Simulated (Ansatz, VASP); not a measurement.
## ZnO in VASP and in Ansatz

```
CELL_PARAMETERS angstrom
3.84858 0.00000 0.00000
0.00000 3.84858 0.00000
0.00000 0.00000 3.58776
ATOMIC_POSITIONS crystal
Zn 0.00000 0.00000 0.50000
Zn 0.50000 0.50000 0.50000
O 0.00000 0.50000 0.67963
O 0.50000 0.00000 0.32037
```

Alike in both runs: functional PBE; k mesh 4 × 4 × 6; occupations gaussian, width 0.1 eV; no spin polarisation.

Ansatz relaxed the structure, and its values are those at the end. VASP's run is a single point on that final structure, the one shown.

```csv
,VASP,Ansatz
version,VASP 6.6.1,Ansatz 0.2.0
potentials or method,"VASP PAW PBE potentials, release 64 (Zn, O)","scalar-relativistic, plane waves, PAW"
plane-wave cutoff (eV),520,420
valence electrons in the cell,36,36
```

Ansatz gave:

| Property | Result |
| --- | --- |
| gap on the k mesh at the Fermi level (eV) | 1.10 |
| least direct gap on the mesh (eV) | 1.19 |
| pressure (GPa) | 0.1 |
| rms of the force components (eV/Å) | 0.002 |

Problem. What did VASP give for the same quantities?

Solution. gap on the k mesh at the Fermi level (eV): 1.08; least direct gap on the mesh (eV): 1.18; pressure (GPa): 0.9; rms of the force components (eV/Å): 0.030.

A k mesh can miss the band edges.
